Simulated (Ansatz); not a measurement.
## A series in volume scale on Si

All results are calculated (Ansatz 0.2.0-dev). RPA total energy (exact exchange plus RPA correlation) on Kohn-Sham orbitals over scaled volumes of the cell given; energies count from the value at scale 1 or the largest scale.

The cell before it is scaled or strained (space group Fd-3m, No. 227):
```
cell vectors (Å)
   0.0000     2.7155     2.7155
   2.7155     0.0000     2.7155
   2.7155     2.7155     0.0000
atoms (fractions of the cell vectors)
Si  0.00000  0.00000  0.00000
Si  0.25000  0.25000  0.25000
```

Settings of every row: orbitals functional PBE; datasets norm_conserving; wave cutoff 490 eV; k mesh 4x4x4; correlated electrons 8; response cutoff 160 eV; long wavelength term neglected; core valence term semilocal.

Limits: coarse mesh, values belong to these settings and can lie far from the converged crystal; core-valence exchange is approximate on these files; the count of empty bands follows the volume.

| row | volume scale | V (Å³/atom) | total energy with exact exchange (eV, a cell) | RPA energy (eV, a cell) | energy of the functional (eV, a cell) |
| --- | --- | --- | --- | --- | --- |
| 1 | 0.92 | 18.422 | ? | ? | ? |
| 2 | 0.96 | 19.223 | 0.0463 | 0.0095 | 0.0473 |
| 3 | 1 | 20.024 | 0 | 0 | 0 |
| 4 | 1.04 | 20.825 | 0.0009 | 0.0302 | -0.0073 |
| 5 | 1.08 | 21.626 | 0.0407 | 0.092 | 0.0179 |

Question: what total energy with exact exchange and RPA energy should row 1 give?

Worked fit of total energy with exact exchange. Take u = (V_r/V)^(2/3) − 1 with V_r = 20.425 Å³ an atom, which is twice the finite (Eulerian) strain; such expansions in the strain, on which the Birch-Murnaghan equation of state is built, carry the rest volume and the bulk modulus. The shown rows have u = 0.04126, 0.01331, -0.01285, -0.03737. Least squares give total energy with exact exchange = −0.00489 − 0.0503 × u + 31.296 × u² eV; a straight line predicts inner rows, each left out in turn, worse (root mean square 0.031 against 4.5e-05 eV). All shown rows lie on it to the printed digit. The withheld row has u = 0.07123, so the fit gives −0.00489 − 0.0503 × (0.07123) + 31.296 × (0.07123)² = 0.1503 eV.

The calculation gave 0.1497 eV. The fit lies 0.0006 eV (0.4 % of the column's range) above it; its largest miss of a shown row is 0.0000 eV. This row lies beyond the range of the fit.

Worked fit of RPA energy. Take u = (V_r/V)^(2/3) − 1 with V_r = 20.425 Å³ an atom, which is twice the finite (Eulerian) strain; such expansions in the strain, on which the Birch-Murnaghan equation of state is built, carry the rest volume and the bulk modulus. The shown rows have u = 0.04126, 0.01331, -0.01285, -0.03737. Least squares give RPA energy = 0.01069 − 1.1566 × u + 27.311 × u² eV; a straight line predicts inner rows, each left out in turn, worse (root mean square 0.027 against 0.0003 eV). The rows lie off it by 0.0000, -0.0001, 0.0001, -0.0001. The withheld row has u = 0.07123, so the fit gives 0.01069 − 1.1566 × (0.07123) + 27.311 × (0.07123)² = 0.0669 eV.

The calculation gave 0.0662 eV. The fit lies 0.0007 eV (1.1 % of the value, 0.76 % of the column's range) above it; its largest miss of a shown row is 0.0001 eV. This row lies beyond the range of the fit.

The other values of row 1: energy of the functional 0.1436 eV.
